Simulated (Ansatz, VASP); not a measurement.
Si in VASP and in Ansatz

```xyz
1
Lattice="2.1102 0.0000 0.0000 0.0000 2.1102 0.0000 0.0000 0.0000 2.1102" Properties=species:S:1:pos:R:3 pbc="T T T"
Si    0.0000    0.0000    0.0000
```

Change from the starting cell: volume scaled by 0.58, PAW files.

Alike in both runs: task single point; functional PBE; k mesh 15 × 15 × 15; occupations fermi-dirac, width 0.08 eV; no spin polarisation.

```csv
,VASP,Ansatz
version,VASP 6.6.1,Ansatz 0.2.0
potentials or method,"VASP PAW PBE potentials, release 64 (Si)","PAW with Ansatz's default frozen-core files, scalar-relativistic"
plane-wave cutoff (eV),520,420
valence electrons in the cell,4,4
```

|  | VASP | Ansatz | Ansatz less VASP |
| --- | --- | --- | --- |
| pressure (GPa) | 164.2 | 164.5 | +0.28 |

Caveats: the cell as given lies far from equilibrium; so large a pressure means that the cell lies far from this level's equilibrium, or that cutoff or potentials fall short (VASP).
